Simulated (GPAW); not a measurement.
Runs of GPAW 26.7.0 on BaTiO3. Symmetry: P4mm, No. 99, tetragonal system. Conventional cell: a = 4.000 Å, b = 4.000 Å, c = 4.018 Å, α = 90.00°, β = 90.00°, γ = 90.00°. Around Ba (site symmetry 4mm) lie 12 O at 2.79 to 2.88 Å. Ti (site symmetry 4mm) is surrounded by 6 O at 1.89 to 2.13 Å. O (site symmetry 2mm) is surrounded by 2 Ti at 2.00 Å. O (site symmetry 4mm) has 2 Ti at 1.89 to 2.13 Å as nearest neighbours. 

```tsv
task	level	potentials or basis	spin	cell	k mesh	eigensolver	band path	band points	spin axis theta (degrees)	spin axis phi (degrees)	gap on the mesh (eV)	pressure (GPa)	largest force (eV/Å)
band structure	BLYP	PAW data sets generated in the run's folder for this functional, pw	SOC, no magnetisation	as given	4 × 4 × 4	davidson	GXMGZRAZ,XR,MA	80	90	0	1.83	9.2	0.28
relaxation of cell and atoms	SCAN	GPAW PAW data sets (gpaw-data 1.2.1), pw	off	relaxed	4 × 4 × 4	-	-	-	-	-	(b)	0.0	0.02
band structure	LDA	the program's PAW data sets (release 1.2.1) made for this functional, pw	off	as given	5 × 5 × 5	-	GXMGZRAZ,XR,MA	60	-	-	1.88	-7.2	0.39
band structure	PBEsol	PAW data sets generated in the run's folder for this functional, pw	SOC, no magnetisation	as given	7 × 7 × 7	-	GXMGZRAZ,XR,MA	80	0	0	1.86	-2.4	0.28
band structure	PBEsol	PAW data sets generated in the run's folder for this functional, pw	off	as given	7 × 7 × 7	-	GXMGZRAZ,XR,MA	80	-	-	1.86	-2.4	0.28
band structure	LDA	the program's PAW data sets (release 1.2.1) made for this functional, pw	SOC, no magnetisation	as given	4 × 4 × 4	-	GXMGZRAZ,XR,MA	60	54.7	45	1.71	-7.2	(a)
```

Alike in all rows: cutoff (eV) 800; smearing fermi-dirac 0.05 eV.

Task: Estimate the missing entries.

Result: (a) 0.42; (b) 2.24.

Caveats: spin-orbit coupling was added after a scalar SCF, so levels and gaps hold it while energy, forces, pressure and moments don't (some runs); this program's spin-orbit splittings come out too wide for heavy elements (some runs); spin-orbit coupling is left out, which moves the levels of the heavy elements (some runs); the mesh misses the band edges, which the band path finds closer together (some runs); later steps reuse the first step's grids (some runs); the PAW data sets were made with another functional, which shifts forces and pressure a little (some runs).

A k mesh can miss the band edges, and rows without SOC leave out spin-orbit coupling on Ba.

Runs at the PBE level aren't shown here.
